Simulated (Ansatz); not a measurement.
**Caesium, fcc: HSE06 at the PBE geometry**

How do the levels change when part of the exchange is made exact, and what does it cost? Spin polarisation is left out. The cell comes from an earlier PBE relaxation. Exact exchange is dear, so the k-mesh is coarse, and PBE is run on the same mesh for comparison.

Method: DFT, plane waves (420 eV) with PBE-made PAW files, scalar-relativistic; functionals as named at each step, in Ansatz 0.2.0.

## 1. The starting structure

It takes space group Fm-3m (No. 225, cubic). The conventional cell has a = 7.752 Å, b = 7.752 Å, c = 7.752 Å, α = 90.00°, β = 90.00°, γ = 90.00°.

As a file:

```cif
data_structure
_symmetry_space_group_name_H-M 'Fm-3m'
_symmetry_Int_Tables_number 225
_cell_length_a 7.7525
_cell_length_b 7.7525
_cell_length_c 7.7525
_cell_angle_alpha 90.000
_cell_angle_beta 90.000
_cell_angle_gamma 90.000
_cell_volume 465.93
loop_
_atom_site_label
_atom_site_type_symbol
_atom_site_symmetry_multiplicity
_atom_site_Wyckoff_symbol
_atom_site_fract_x
_atom_site_fract_y
_atom_site_fract_z
_atom_site_occupancy
Cs1 Cs 4 a 0.00000 0.00000 0.00000 1
```

## 2. PBE on the coarse mesh

The run with PBE.

input.yaml

```yaml
crystal:
  lattice:
    - [0.0, 3.8762347038, 3.8762347038]
    - [3.8762347038, 0.0, 3.8762347038]
    - [3.8762347038, 3.8762347038, 0.0]
  atoms:
    - { symbol: Cs, position: [0.0, 0.0, 0.0] }
hamiltonian:
  xc: pbe
  pseudopotentials:
    kind: paw
    azcp:
      Cs: "pseudopotentials/Cs.paw.azcp"
basis:
  ecutwfc: 420
  fft_grid_basis: typed
kpoints:
  mp_grid: { grid: [4, 4, 4], shift: [0, 0, 0] }
magnetization:
  spin_polarized: false
scf:
  occupations: { method: fermi_dirac, width: 0.1 }
output:
  write_density: true
  write_potential: true
  elf: true
  volumetric_format: npy
```

Launch:

```bash
$ ansatz run input.yaml --threads 4 --pin off --max-ram 8192MiB --backend cpu --events-out ev --progress --plain --runs-dir out
```

## 3. HSE06, coarse mesh

The run with HSE06.

Edit input.yaml of step 2 so:

```diff
@@ -8,3 +8,3 @@
 hamiltonian:
-  xc: pbe
+  xc: hse06
   pseudopotentials:
```

(Steps that only read results are left out.)

Before running it: what results should come out? Wanted: PBE: gap; HSE06: gap; HSE06: relative to bcc.

The runs gave:

| quantity | value |
| --- | --- |
| PBE: gap | none (levels filled in part) |
| HSE06: gap | none (levels filled in part) |
| HSE06: SCF cycles, exchange loops | 16, 2 |
| HSE06: CPU time over that of PBE | 20 |
| HSE06: relative to bcc | -4 meV/atom |

What this shows: Neither PBE nor HSE06 shows a clean gap on this mesh. The hybrid took 20 times as much CPU time as PBE on the same settings. HSE06 needed 2 outer loops of the exchange operator. The dense-mesh value adds -32.3 meV/atom, the change that PBE shows between the coarse mesh and its own dense run (not shown). Under HSE06 it lies 4 meV/atom below bcc (computed apart in the same way); on such meshes a few tens of meV are uncertain for metals. Absolute energies differ from functional to functional, by eV per atom at times, and say nothing by themselves.
